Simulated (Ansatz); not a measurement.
Runs of Ansatz 0.2.0 on Gd. It takes space group P6_3/mmc (No. 194, hexagonal). Conventional cell: a = 3.636 Å, b = 3.636 Å, c = 5.783 Å, α = 90.00°, β = 90.00°, γ = 120.00°. Gd (site symmetry -6m2) has 12 Gd at 3.57 to 3.64 Å as nearest neighbours. 

```tsv
task	level	cell	cutoff (eV)	smearing	gap on the mesh (eV)	pressure (GPa)	moment (μB)	relaxed volume (Å³/atom)
relaxation of cell and atoms	RPBE+D4	relaxed	-	fermi-dirac 0.05 eV	-	0.0	(a)	33.31
single point	PBE	as given	156	gaussian 0.024 eV	none	0.6	(b)	-
single point	PBE	as given	156	gaussian 0.028 eV	none	0.6	15.20	-
relaxation of cell and atoms	BLYP	relaxed	-	fermi-dirac 0.05 eV	-	0.0	14.95	34.86
single point	PBE	as given	156	gaussian 0.026 eV	none	0.6	15.20	-
```

Alike in all rows: potentials or basis all-electron LAPW, scalar-relativistic; spin collinear, ferromagnetic start; k mesh 8 × 8 × 5; basis error allowed 0.001 eV/atom.

**Question.** Fill in the values left out.

**Answer.** (a) 15.30; (b) 15.19.

Caveats: an open f shell can end in a state above the lowest; spin-orbit coupling is left out, which moves the levels of the heavy elements.

A k mesh can miss the band edges, and the runs leave out spin-orbit coupling on Gd.

A gap of «none» marks a metal or a gap under the smearing width.

Not every run made on this cell is shown here.
